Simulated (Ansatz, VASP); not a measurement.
This is a calculation of Mg for Ansatz 0.2.0.

File input.yaml:

```yaml
crystal:
  lattice:
    - [3.2093, 0.0, 0.0]
    - [-1.60465, 2.7793353284, 0.0]
    - [0.0, 0.0, 5.2103]
  atoms:
    - { symbol: Mg, position: [0.6666666667, 0.3333333333, 0.75] }
    - { symbol: Mg, position: [0.3333333333, 0.6666666667, 0.25] }
hamiltonian:
  xc: pbe
  pseudopotentials: { kind: paw }
kpoints:
  mp_grid: { grid: [10, 10, 5] }
scf:
  occupations: { method: gaussian, width: 0.015 }
output:
  forces: true
  stress: true
  eigenvalues: true
```

Potentials or basis: Ansatz PAW.

Command:

```bash
$ ansatz run input.yaml --threads 2 --pin off --max-ram 5632MiB --backend cpu --events-out ev --progress --plain --runs-dir out
```

Question: Set up the same calculation for VASP 6.6.1. Potentials there: VASP PAW PBE potentials, release 64 (Mg).

Answer: As run (the cutoff follows the program's own potentials):

Contents of INCAR:

```
PREC     = Accurate       # precision mode
ENCUT    = 520            # plane-wave cutoff, eV
EDIFF    = 1E-6           # SCF threshold, eV
ISMEAR   = 0              # smearing method
SIGMA    = 0.015          # smearing width, eV
LREAL    = False          # projectors in reciprocal space
LASPH    = True           # aspherical terms in the spheres
NELM     = 60             # most SCF steps
ALGO     = Normal         # electronic algorithm
ISIF     = 2              # what is computed and relaxed
LWAVE    = False          # write WAVECAR
LCHARG   = False          # write CHGCAR
GGA      = PE             # functional
NBANDS   = 9              # bands
```

Contents of KPOINTS:

```
regular mesh
0
Gamma
  10 10 5
```

File POSCAR:

```
Mg
1.0
    3.2093000000      0.0000000000      0.0000000000
   -1.6046500000      2.7793353284      0.0000000000
    0.0000000000      0.0000000000      5.2103000000
Mg
2
Direct
    0.6666666667      0.3333333333      0.7500000000
    0.3333333333      0.6666666667      0.2500000000
```

Potentials or basis: VASP PAW PBE potentials, release 64 (Mg).

Launch:

```console
$ cat potpaw_PBE.64/Mg/POTCAR > POTCAR
$ mpirun -np 1 vasp_std > vasp.out
```

Both were run:

|  | VASP | Ansatz | Ansatz less VASP |
| --- | --- | --- | --- |
| gap on the k mesh at the Fermi level (eV) | none | none | - |
| pressure (GPa) | -0.6 | -0.4 | +0.13 |
| largest component of the traceless stress (GPa) | 0.50 | 0.49 | -0.015 |

A gap of «none» marks a metal or a gap that the smearing closes. The two sets of potentials don't hold the same shells in valence.
